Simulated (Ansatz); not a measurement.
## Structure types of Na compared at 20 GPa

Structure types of Na are relaxed in primitive cells with their symmetry kept at 20 GPa, first on PAW files, then by LAPW. The enthalpy is E + pV at zero temperature, without zero-point motion. Only the types listed were tried, and differences under about 5 meV/atom are mesh noise.

All numbers are PBE results (scalar-relativistic) from Ansatz 0.2.0, with Fermi–Dirac smearing of 0.1 eV, no spin polarisation. Methods: LAPW: all electrons, basis error target 0.5 meV/atom; PAW: frozen-core files, cutoff 420 eV.

k meshes: fcc 16×16×16, bcc 16×16×16, hcp 15×15×8, diamond 12×12×12, beta tin 15×15×15, sc 14×14×14.

Task: Which type is lowest in enthalpy, and by how much?

Result: bcc, 2 meV/atom below fcc, which is within the noise of the k meshes. The whole table:

```csv
start type,ends as,"a, b, c (Å)",V (Å³/atom),"H − H(lowest), LAPW (meV/atom)","same, PAW"
fcc,"fcc, Fm-3m","4.191, 4.191, 4.191",18.40,1.6,1.6
bcc,"bcc, Im-3m","3.326, 3.326, 3.326",18.40,0.0,0.0
hcp,"hcp, P6_3/mmc","2.965, 2.965, 4.834",18.40,4.7,4.7
diamond,"diamond, Fd-3m","5.329, 5.329, 5.329",18.92,699.3,699.3
beta tin,"beta tin, I4_1/amd","5.131, 5.131, 2.796",18.40,102.3,102.2
sc,"sc, Pm-3m","2.640, 2.640, 2.640",18.40,170.8,170.8
```
